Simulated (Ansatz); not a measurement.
## Bands of Sb₂Se₃

```
Sb Se
1.0
     4.06945    0.00000    0.00000
    -2.03473    3.52425    0.00000
     0.00000    0.00000   10.53480
Sb Se
2 3
Cartesian
  0.0000 2.3495 1.8957
  2.0347 1.1748 8.6391
  0.0000 0.0000 0.0000
  0.0000 2.3495 7.0860
  2.0347 1.1748 3.4488
```

Atoms are numbered in the order listed.

The cell was built from the La2O3 type and relaxed in the same program, and has space group P-3m1; it needn't be a known or the stable phase.

No spin–orbit coupling, which matters for the heavy atoms here.

Method: DFT, PBE, all-electron LAPW, scalar-relativistic (Ansatz 0.2.0).

Sampling and basis: a Γ-centred 8×8×5 k mesh, Fermi–Dirac smearing of 0.03 eV, basis error target 1 meV/atom, no spin polarisation.

Points in fractions of the reciprocal vectors of this cell: Γ (0, 0, 0), M (0.5, 0, 0), K (0.333, 0.333, 0), A (0, 0, 0.5), L (0.5, 0, 0.5), H (0.333, 0.333, 0.5). The path joins them by straight lines in the order Γ–M–K–Γ–A–L–H–A–L; legs that retrace an earlier one aren't tabulated. Energies are in eV from the top of the valence band.

Task: Metal or insulator at this level of theory?

Result: An insulator or semiconductor: gap 0.41 eV, indirect from the line Γ–M (0.5, 0, 0) to Γ (the direct gap is only 0.05 eV larger).

Task: Tabulate bands 56 to 62, counted from the lowest band of the run, along the path.

Result: 
```tsv
k (1/Å)	point	band 56	band 57	band 58	band 59	band 60	band 61	band 62
0.00	Γ	-1.49	-1.18	-1.18	-0.05	0.41	1.48	1.48
0.13		-1.49	-1.14	-0.99	0.00	0.79	1.36	1.56
0.25		-1.57	-1.11	-0.47	-0.39	1.20	1.77	1.83
0.38		-1.58	-1.15	-1.04	-0.13	1.30	1.99	2.05
0.51		-1.66	-1.58	-1.23	-0.12	1.26	2.15	2.31
0.64		-2.11	-1.64	-1.31	-0.30	1.28	2.23	2.41
0.76		-2.33	-1.72	-1.36	-0.46	1.26	2.26	2.45
0.89	M	-2.36	-1.77	-1.39	-0.52	1.24	2.26	2.46
0.96		-2.37	-1.76	-1.40	-0.45	1.36	2.12	2.46
1.04		-2.45	-1.74	-1.37	-0.34	1.62	1.92	2.45
1.11		-2.63	-1.72	-1.24	-0.31	1.83	1.89	2.53
1.19		-2.77	-1.71	-1.08	-0.43	1.83	2.07	2.74
1.26		-2.72	-1.74	-0.93	-0.60	1.73	2.36	2.88
1.33		-2.68	-1.80	-0.83	-0.73	1.64	2.64	2.88
1.41	K	-2.72	-1.83	-0.79	-0.79	1.61	2.81	2.81
1.55		-2.58	-1.68	-0.79	-0.74	1.72	2.53	2.76
1.70		-2.52	-1.41	-0.68	-0.65	1.90	2.13	2.54
1.85		-2.39	-1.23	-0.56	-0.41	1.66	1.92	2.46
1.99		-2.07	-1.21	-0.47	-0.17	1.29	1.78	2.36
2.14		-1.75	-1.23	-0.33	-0.28	1.20	1.66	1.84
2.29		-1.51	-1.18	-0.90	0.00	0.88	1.34	1.59
2.44	Γ	-1.49	-1.18	-1.18	-0.05	0.41	1.48	1.48
2.48		-1.45	-1.18	-1.18	-0.07	0.42	1.48	1.48
2.52		-1.36	-1.19	-1.19	-0.13	0.45	1.48	1.48
2.56		-1.23	-1.19	-1.19	-0.22	0.49	1.48	1.48
2.61		-1.20	-1.20	-1.10	-0.32	0.52	1.48	1.48
2.65		-1.20	-1.20	-0.96	-0.43	0.55	1.48	1.48
2.69		-1.21	-1.21	-0.83	-0.55	0.57	1.48	1.48
2.73	A	-1.21	-1.21	-0.72	-0.65	0.57	1.48	1.48
2.86		-1.62	-1.15	-0.41	-0.32	0.85	1.25	1.57
2.99		-1.87	-1.09	-0.38	-0.12	1.01	1.78	1.79
3.12		-1.98	-1.11	-0.94	-0.04	1.13	1.97	2.32
3.24		-1.86	-1.45	-1.17	-0.22	1.12	2.08	2.57
3.37		-1.96	-1.55	-1.25	-0.50	1.11	2.12	2.47
3.50		-2.09	-1.45	-1.30	-0.73	1.10	2.12	2.33
3.63	L	-2.13	-1.40	-1.32	-0.81	1.09	2.12	2.27
3.70		-2.15	-1.41	-1.33	-0.73	1.20	2.02	2.29
3.77		-2.30	-1.45	-1.25	-0.56	1.47	1.86	2.38
3.85		-2.57	-1.52	-1.06	-0.43	1.72	1.81	2.51
3.92		-2.86	-1.63	-0.84	-0.38	1.88	1.91	2.61
3.99		-2.89	-1.78	-0.65	-0.40	1.96	2.12	2.56
4.07		-2.89	-1.91	-0.51	-0.43	1.97	2.33	2.48
4.14	H	-2.97	-1.97	-0.45	-0.45	1.96	2.43	2.43
4.29		-2.68	-1.82	-0.53	-0.50	2.03	2.32	2.36
4.43		-2.39	-1.60	-0.62	-0.56	2.09	2.19	2.26
4.58		-2.16	-1.54	-0.56	-0.52	1.88	2.18	2.27
4.73		-1.90	-1.62	-0.47	-0.25	1.60	1.97	2.31
4.87		-1.64	-1.51	-0.29	-0.10	1.33	1.60	1.78
5.02		-1.45	-1.26	-0.34	-0.27	0.96	1.17	1.61
5.17	A	-1.21	-1.21	-0.72	-0.65	0.57	1.48	1.48
```

Kohn–Sham gaps of semilocal functionals usually fall short of measured ones.
